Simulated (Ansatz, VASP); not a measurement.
**W: VASP beside Ansatz**

File INCAR:

```
SYSTEM = W
  PREC = Accurate
  ENCUT = 520
  EDIFF = 1E-7
  ISMEAR = -1
  SIGMA = 0.03
  LREAL = .False.
  LASPH = .True.
  NELM = 60
  ALGO = Normal
  ISIF = 2
  LWAVE = .False.
  LCHARG = .True.
  GGA = PE
  LELF = .True.
  LVHAR = .True.
  NBANDS = 13
```

The input KPOINTS:

```
Automatic mesh
0
Gamma
  14 14 14
  0 0 0
```

File POSCAR:

```
W
1.0
   -1.5838766763      1.5838766763      1.5838766763
    1.5838766763     -1.5838766763      1.5838766763
    1.5838766763      1.5838766763     -1.5838766763
W
1
Direct
    0.0000000000      0.0000000000      0.0000000000
```

Input for Ansatz:

```yaml
crystal:
  lattice:
    - [-1.5838766763, 1.5838766763, 1.5838766763]
    - [1.5838766763, -1.5838766763, 1.5838766763]
    - [1.5838766763, 1.5838766763, -1.5838766763]
  atoms:
    - { symbol: W, position: [0.0, 0.0, 0.0] }
kpoints:
  mp_grid: { grid: [14, 14, 14] }
scf:
  occupations: { method: fermi_dirac, width: 0.03 }
hamiltonian:
  xc: pbe
  pseudopotentials: { kind: all_electron, lapw: { basis_error: 0.001 } }
output:
  forces: true
  stress: true
  eigenvalues: true
```

Change from the starting cell: volume scaled by 0.975.

Alike in both runs: task single point; functional PBE; k mesh 14 × 14 × 14; occupations fermi-dirac, width 0.03 eV; no spin polarisation.

```csv
,VASP,Ansatz
version,VASP 6.6.1,Ansatz 0.2.0
potentials or method,"VASP PAW PBE potentials, release 64 (W_sv)","all-electron LAPW, scalar-relativistic"
plane-wave cutoff (eV),520,see its input
```

VASP gave:

* pressure (GPa): 5.8

Task: What did Ansatz give for the same quantities?

Result: Pressure (GPa): 5.3.

Ansatz ran all-electron here, so the differences hold the error of VASP's frozen core and of both bases.

Spin-orbit coupling is left out, which matters for the levels of W.
